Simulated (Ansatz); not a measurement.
PbSe (Clausthalite):

```
Pb Se
1.0
     0.00000    3.06065    3.06065
     3.06065    0.00000    3.06065
     3.06065    3.06065    0.00000
Pb Se
1 1
Cartesian
  0.0000 0.0000 0.0000
  3.0606 3.0606 3.0606
```

* Program: Ansatz 0.2.0
* Task: relaxation of cell and atoms
* Functional: BLYP
* Dispersion: D4
* Potentials or basis: all-electron LAPW, scalar-relativistic
* Basis error allowed: 0.001 eV/atom
* k mesh: 8 × 8 × 8
* Occupations: fermi-dirac, width 0.05 eV
* Spin: no spin polarisation

At the start: volume 28.67 Å³/atom.

Where does the relaxation end?

Over 7 steps the energy falls by 32.9 meV/atom and the volume is 31.71 Å³/atom (+10.6 %); space group Fm-3m (No. 225, to 0.05 Å).

Step by step:
```
step  energy change (eV)  largest force (eV/Å)  volume (Å³)
   1              0.0000                0.0000        57.34
   2             -0.0143                0.0000        60.29
   3             -0.0461                0.0000        62.17
   4             -0.0638                0.0000        63.84
   5             -0.0657                0.0000        63.32
   6             -0.0658                0.0000        63.43
   7             -0.0658                0.0000        63.43
```

Final structure:
```cif
data_structure
_symmetry_space_group_name_H-M 'P 1'
_symmetry_Int_Tables_number 1
_cell_length_a 4.4764
_cell_length_b 4.4764
_cell_length_c 4.4764
_cell_angle_alpha 60.000
_cell_angle_beta 60.000
_cell_angle_gamma 60.000
_cell_volume 63.43
loop_
_atom_site_label
_atom_site_type_symbol
_atom_site_fract_x
_atom_site_fract_y
_atom_site_fract_z
_atom_site_occupancy
Pb1 Pb 0.00000 0.00000 0.00000 1
Se1 Se 0.50000 0.50000 0.50000 1
```

The cell as given is a measured one (28.67 Å³/atom); BLYP+D4 puts the equilibrium volume +10.6 % from it, thermal expansion not counted.

Caveat: the volume moved by +11 % from the deposited cell, more than functionals usually miss.
